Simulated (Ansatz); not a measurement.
Runs of Ansatz 0.2.0 on HfN. Symmetry: F-43m, No. 216, cubic system. Conventional cell: a = 4.910 Å, b = 4.910 Å, c = 4.910 Å, α = 90.00°, β = 90.00°, γ = 90.00°. Hf (site symmetry -43m) is surrounded by 4 N at 2.13 Å. N (site symmetry -43m) is surrounded by 4 Hf at 2.13 Å. The cell comes from a database or a generator and needn't be the stable form of this composition.

```csv
level,U,hubbard projectors,double counting,gap on the mesh (eV),pressure (GPa),relaxed volume (Å³/atom)
LDA+U,Hf d U = 2 eV,ortho-atomic (the default),fll (the default),none,0.0,14.26
LDA+U,Hf d U = 1 eV,ortho-atomic (the default),fll (the default),none,0.0,14.16
LDA+U,Hf d U = 3 eV,ortho-atomic (the default),fll (the default),none,0.0,(a)
LDA+U,Hf d U = 6 eV,ortho-atomic (the default),fll (the default),none,0.0,14.72
LDA+U,Hf d U = 5 eV,ortho-atomic (the default),fll (the default),none,0.0,(b)
LDA,-,-,-,none,0.0,14.07
LDA+U,Hf d U = 8 eV,ortho-atomic (the default),fll (the default),none,0.0,15.02
LDA+U,Hf d U = 4 eV,ortho-atomic (the default),fll (the default),none,0.0,14.48
```

Alike in all rows: task relaxation of cell and atoms; potentials or basis Ansatz PAW; no spin polarisation; cell relaxed; k mesh 9 × 9 × 9; cutoff (eV) 420; smearing fermi-dirac 0.05 eV.

**Question.** Estimate the missing entries.

**Answer.** (a) 14.37; (b) 14.60.

Caveats: the plane-wave basis is chosen anew once the cell has moved, so the energies of steps on either side of that aren't comparable; the PAW data sets come from PBE, with cores solved anew for the run's functional, which leaves a small shift of forces and pressure; U without spin polarisation on a metal has little footing (some runs).

A k mesh can miss the band edges, and the runs leave out spin-orbit coupling on Hf.

A gap of «none» marks a metal or a gap under the smearing width.
